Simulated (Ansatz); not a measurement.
The parent structure is CoPt (space group P4/mmm, No. 123; ferromagnetic; relaxed with 0.1 eV smearing).

```
CELL_PARAMETERS angstrom
      2.69705     0.00000     0.00000
      0.00000     2.69705     0.00000
      0.00000     0.00000     3.72235
ATOMIC_POSITIONS crystal
  Co 0.50000 0.50000 0.50000
  Pt 0.00000 0.00000 0.00000
```

Cartesian axes are those of the cell as printed.

Level of theory: Ansatz (a first-principles code), PBE, PAW, cutoff 420 eV, without spin-orbit coupling.

Strains are applied to the cell and any free atomic positions relax; under biaxial strain the out-of-plane vector relaxes too.

One change was made to it. Results:

| quantity | base | after |
|---|---|---|
| largest site moment | 1.94 μB | 2.15 μB |
| magnetic state | ferromagnetic | ferromagnetic |
| pressure (mean of the normal stresses, compression positive) | 0.0 GPa | -23.8 GPa |

Task: What was done to the base?
A. isotropic strain +0.26 %
B. biaxial strain −1.38 %, plane normal [001], relaxed out of plane
C. isotropic strain +5.78 %
D. uniaxial strain ε_xx = −2.42 %

Result: C, isotropic strain +5.78 %. For comparison, the pressure in the other runs: biaxial strain −1.38 %, plane normal [001], relaxed out of plane gives 3.4 GPa; isotropic strain +0.26 % gives -1.7 GPa; uniaxial strain ε_xx = −2.42 % gives 6.0 GPa.

Other magnetic orders, which the real material may have, were not ruled out. No phonon test of stability was made.
